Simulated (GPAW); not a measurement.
Input of a GPAW 26.7.0 run:

File run.py:

```python
from ase import Atoms
from ase.dft.bandgap import bandgap
from ase.io import write
from ase.units import GPa
from gpaw import GPAW, PW, setup_paths

setup_paths.insert(0, '.')

atoms = Atoms(['Co', 'Co', 'Si', 'Si', 'Si', 'Si'],
              cell=[[0.0, 5.356, 5.356],
                    [2.678, 0.0, 2.678],
                    [2.678, 2.678, 0.0]],
              scaled_positions=[[0.0, 0.0, 0.0],
                                [0.5, 0.0, 0.0],
                                [0.375, 0.75, 0.75],
                                [0.875, 0.75, 0.75],
                                [0.125, 0.25, 0.25],
                                [0.625, 0.25, 0.25]],
              pbc=True)

calc = GPAW(mode=PW(600),
            xc='PBEsol',
            kpts={'size': (9, 9, 9), 'gamma': True},
            occupations={'name': 'fermi-dirac', 'width': 0.05},
            nbands=35,
            convergence={'density': 1e-05, 'energy': 1e-05},
            maxiter=150,
            txt='gpaw.txt')
atoms.calc = calc
energy = atoms.get_potential_energy()
forces = atoms.get_forces()
stress = atoms.get_stress()
calc.write('gs.gpw')
write('result.traj', atoms)
print(f'Energy: {energy:.6f} eV')
print('Forces (eV/A):')
print(forces.round(4))
print('Stress (GPa):', (stress / GPa).round(3))
print('Fermi level:', round(calc.get_fermi_level(), 4), 'eV')
print(f'Gap: {bandgap(calc)[0]:.4f} eV, direct: {bandgap(calc, direct=True)[0]:.4f} eV')
```

Potentials or basis: PAW data sets generated in the run's folder for this functional, pw.

Command:

```sh
$ gpaw-setup -f PBEsol Co Si
$ OMP_NUM_THREADS=1 python run.py
```

(1) What does it give for the band gap on the k mesh?

(2) Predict the pressure.

Results:

(1) none (metal or under the smearing width).

(2) -3.5 GPa.
